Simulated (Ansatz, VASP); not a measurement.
# One calculation of Au, two programs

The input INCAR:

```
ALGO = Normal
EDIFF = 1E-6
ENCUT = 520
GGA = PS
ISIF = 2
ISMEAR = -1
LASPH = T
LCHARG = T
LELF = T
LREAL = F
LVHAR = T
LWAVE = F
NBANDS = 12
NELM = 60
PREC = Accurate
SIGMA = 0.1
```

KPOINTS

```
k-points
0
Gamma
  15 15 15
```

File POSCAR:

```
Au
1.0
   -1.5764581863      1.5764581863      1.5764581863
    1.5764581863     -1.5764581863      1.5764581863
    1.5764581863      1.5764581863     -1.5764581863
Au
1
Direct
    0.0000000000      0.0000000000      0.0000000000
```

Input for Ansatz:

```yaml
crystal:
  lattice:
    - [-1.5764581863, 1.5764581863, 1.5764581863]
    - [1.5764581863, -1.5764581863, 1.5764581863]
    - [1.5764581863, 1.5764581863, -1.5764581863]
  atoms:
    - { symbol: Au, position: [0.0, 0.0, 0.0] }
hamiltonian:
  xc: pbesol
  pseudopotentials:
    kind: paw
    azcp:
      Au: "pseudopotentials/Au.paw.azcp"
basis:
  ecutwfc: 420
  fft_grid_basis: typed
kpoints:
  mp_grid: { grid: [15, 15, 15], shift: [0, 0, 0] }
magnetization:
  spin_polarized: false
scf:
  occupations: { method: fermi_dirac, width: 0.1 }
  lower_state_search: "off"
output:
  stress: true
```

Alike in both runs: task single point; functional PBEsol; k mesh 15 × 15 × 15; occupations fermi-dirac, width 0.1 eV; no spin polarisation.

|  | VASP | Ansatz |
| --- | --- | --- |
| version | VASP 6.6.1 | Ansatz 0.2.0 |
| potentials or method | VASP PAW PBE potentials, release 64 (Au) | plane waves (420 eV) with PAW, scalar-relativistic |
| plane-wave cutoff (eV) | 520 | 420 |
| valence electrons in the cell | 11 | 19 |

VASP gave:

```
pressure (GPa) : 18.5
```

Task: Which values does Ansatz return?

Result: Pressure (GPa): 18.9.

The two sets of potentials don't hold the same shells in valence. Ansatz warned: «pseudo_functional_mismatch».

Caveats: so large a pressure means that the cell lies far from this level's equilibrium, or that cutoff or potentials fall short (VASP); the potentials were made for another functional, which shifts forces and pressure (VASP). Spin-orbit coupling is left out, which matters for the levels of Au.
